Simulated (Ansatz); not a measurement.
# What a change of settings does: Cd (sc type)

First run: DFT, PBE, all-electron PAW with datasets made for the crystal, scalar-relativistic (Ansatz 0.2.0).

Command: `ansatz run input.yaml --threads 1 --pin off --max-ram 2048MiB --backend cpu --events-out ev --progress --plain --runs-dir out` It took 7.8 s on 1 thread of Arm Neoverse V1 (shared host), peak memory 0.4 GiB.

```yaml
crystal:
  lattice:
    - [2.2961561791, 0.0, 0.0]
    - [0.0, 2.2961561791, 0.0]
    - [0.0, 0.0, 2.2961561791]
  atoms:
    - { symbol: Cd, position: [0.0, 0.0, 0.0] }
kpoints:
  mp_grid: { grid: [14, 14, 14] }
scf:
  occupations: { method: fermi_dirac, width: 0.08 }
hamiltonian:
  xc: pbe
  pseudopotentials: { kind: all_electron, datasets: crystal }
output:
  forces: true
  stress: true
  eigenvalues: true
```

The cell comes from a relaxation on PAW files under the same functional, begun from a prototype that needn't be the stable phase.

This run: volume at 0.45 of the series' base cell.

It converges in 7 SCF iterations at a pressure of 219.6 GPa.

A second input differs as follows:

```diff
   occupations: { method: fermi_dirac, width: 0.08 }
+  max_iter: 60
 hamiltonian:
-  xc: pbe
+  XC: pbe
   pseudopotentials: { kind: all_electron, datasets: crystal }
```

Question: What is wrong with it, and what does the program do?

Answer: The change was made to test a misspelt key. The run is refused before any iteration. The log ends:
```
Error: YAML parse error: error: line 14 column 3: unknown field `XC`, expected one of xc, dispersion, noncollinear_xc, pseudopotentials, hubbard, deformation_potential_offset, integrals
  --> <input>:14:3
   |
12 |   max_iter: 60
13 | hamiltonian:
14 |   XC: pbe
   |   ^ unknown field `XC`, expected one of xc, dispersion, noncollinear_xc, pseudopotentials, hubbard, deformation_potential_offset, integrals
15 |   pseudopotentials: { kind: all_electron, datasets: crystal }
16 | output:
   |
```
